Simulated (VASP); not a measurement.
## Ca: single point with PBE

Ca:

```
CELL_PARAMETERS angstrom
-2.21218 2.21218 2.21218
2.21218 -2.21218 2.21218
2.21218 2.21218 -2.21218
ATOMIC_POSITIONS crystal
Ca 0.00000 0.00000 0.00000
```

This isn't the form of Ca at room conditions, which is fcc.

| Quantity | Value |
| --- | --- |
| Program | VASP 6.6.1 |
| Task | single point |
| Functional | PBE |
| Potentials or basis | VASP PAW PBE potentials, release 64 (Ca_sv) |
| Cutoff | 520 eV |
| k mesh | 14 × 14 × 14 |
| Occupations | gaussian, width 0.1 eV |
| Spin | no spin polarisation |
| Dipole correction | no |
| Further INCAR settings | ALGO = Normal; EDIFF = 1e-06; NBANDS = 11 |

```
Pressure               : -0.4 GPa
Band gap on the k mesh : none (metal or under the smearing width)
```

Levels at points of the mesh, in eV from the Fermi level:
| k point | band 2 | band 3 | band 4 | band 5 | band 6 | band 7 | band 8 | band 9 |
| --- | --- | --- | --- | --- | --- | --- | --- | --- |
| (0.00, 0.00, 0.00) | -23.05 | -23.05 | -23.05 | -4.03 | 2.25 | 2.25 | 2.25 | 3.27 |
| (0.50, 0.00, 0.00) | -23.18 | -23.09 | -23.05 | -0.90 | -0.06 | 1.32 | 3.17 | 3.54 |
| (0.50, 0.50, 0.50) | -23.14 | -23.14 | -23.14 | 0.07 | 0.07 | 3.81 | 3.81 | 3.81 |

Run time: 31 s on 1 thread of Intel(R) Xeon(R) Platinum 8488C (Sapphire Rapids) (shared host), peak memory 0.18 GiB.
